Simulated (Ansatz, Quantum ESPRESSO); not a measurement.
**AlN (001), wurtzite: a film clamped to its substrate**

A thin film takes the in-plane lattice of its substrate and is free along the normal. How do the free axis and the stress follow the misfit? The strained cell has c along the film normal; unstrained it is a = 3.0920 Å, b = 3.0920 Å, c = 4.9525 Å, α = 90.00°, β = 90.00°, γ = 120.00°, with 4 atoms.

Calculated with Quantum ESPRESSO 7.5, LDA, GBRV 1.5 ultrasoft potentials, cutoff 680 eV, Fermi–Dirac smearing 0.02 eV, k-mesh 10×10×6, no spin polarisation, no spin-orbit coupling.

Relaxed positions at 0 %:

```csv
atom,x,y,z
Al,0.3333,0.6667,0.0008
Al,0.6667,0.3333,0.5008
N,0.6667,0.3333,0.1191
N,0.3333,0.6667,0.6191
```

```
ε∥ (%)   a (Å)   c (Å)  ε⊥ (%)  σ (GPa, tension positive)
    −3  2.9993  5.0368   1.703                     −15.96
    −2  3.0302  5.0098   1.156                     −10.24
    −1  3.0611  4.9818   0.591                      −4.92
     0  3.0920  4.9525   0.000                       0.00
     1  3.1229  4.9219  −0.619                       4.54
     3  3.1848  4.8532  −2.005                      12.47
```

**Question.** Fit both responses and give the free strain and the stress at +2 %, a row left out above.

Least squares with y = y0 + y1 ε + y2 ε² (ε in %) gives ε⊥ = 0.000 + (−0.6159) ε + (−0.0170) ε² and σ = 0.00 + (4.737) ε + (−0.194) ε² GPa. The linear terms put the ratio of free to applied strain at −0.616 and the biaxial modulus at 474 GPa.

At +2 % the free strain comes out as −1.299 %. The run itself gives −1.285 %, so the estimate misses by 0.014 %; the fitted rows themselves lie up to 0.014 % off the law.

The stress comes out as 8.70 GPa. The run itself gives 8.69 GPa, so the estimate misses by 0.01 GPa, a rounding's worth.

With c as the unique axis, zero normal stress gives ε⊥/ε∥ = −2C13/C33 for relaxed atoms, so 2C13/C33 is about 0.62.

The negative ε² term means that the crystal stiffens in compression and softens in tension.

The same fit over all rows at other levels or in other programs gives the strain ratio = −0.610 with PBEsol (Quantum ESPRESSO, GBRV), −0.605 with PBEsol (Quantum ESPRESSO, PseudoDojo) and −0.614 with PBEsol (Ansatz).

[Logs are printed without paths, hosts, clocks, repeated set-up lines and the standing remarks that a program may print on its own settings, such as how far it seeks lower states.]
